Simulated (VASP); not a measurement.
The system is AlP.

```xyz
2
Lattice="0.0000 2.7255 2.7255 2.7255 0.0000 2.7255 2.7255 2.7255 0.0000" Properties=species:S:1:pos:R:3 pbc="T T T"
Al    0.0000    0.0000    0.0000
P     1.3627    1.3627    1.3627
```

```yaml
Program: VASP 6.6.1
Task: relaxation of cell and atoms
Functional: PBE
Potentials_or_basis: VASP PAW PBE potentials, release 64 (Al, P)
Cutoff: 300 eV
k_mesh: 4 × 4 × 4
Occupations: gaussian, width 0.03 eV
Spin: no spin polarisation
```

At the start: pressure 3.0 GPa; volume 20.25 Å³/atom.

Task: How do energy, volume and symmetry change on relaxing?

Result: Over 3 steps the energy falls by 6.1 meV/atom and the volume is 20.92 Å³/atom (+3.4 %); space group F-43m (No. 216, to 0.05 Å).

Step by step:
```csv
step,energy change (eV),largest force (eV/Å),pressure (GPa),volume (Å³)
1,0.0000,0.0000,2.96,40.49
2,-0.0076,0.0000,-1.66,42.72
3,-0.0122,0.0000,0.00,41.85
```

Final structure:
```cif
data_structure
_symmetry_space_group_name_H-M 'P 1'
_symmetry_Int_Tables_number 1
_cell_length_a 3.8970
_cell_length_b 3.8970
_cell_length_c 3.8970
_cell_angle_alpha 60.000
_cell_angle_beta 60.000
_cell_angle_gamma 60.000
_cell_volume 41.85
loop_
_atom_site_label
_atom_site_type_symbol
_atom_site_fract_x
_atom_site_fract_y
_atom_site_fract_z
_atom_site_occupancy
Al1 Al 0.00000 0.00000 0.00000 1
P1 P 0.25000 0.25000 0.25000 1
```

Caveat: the k mesh is coarse (spacing up to 0.50 Å⁻¹), so the values aren't converged; the cutoff is under 1.25 times the usual one of these potentials, so pressure, stress and relaxed cells hold a basis-set (Pulay) error.
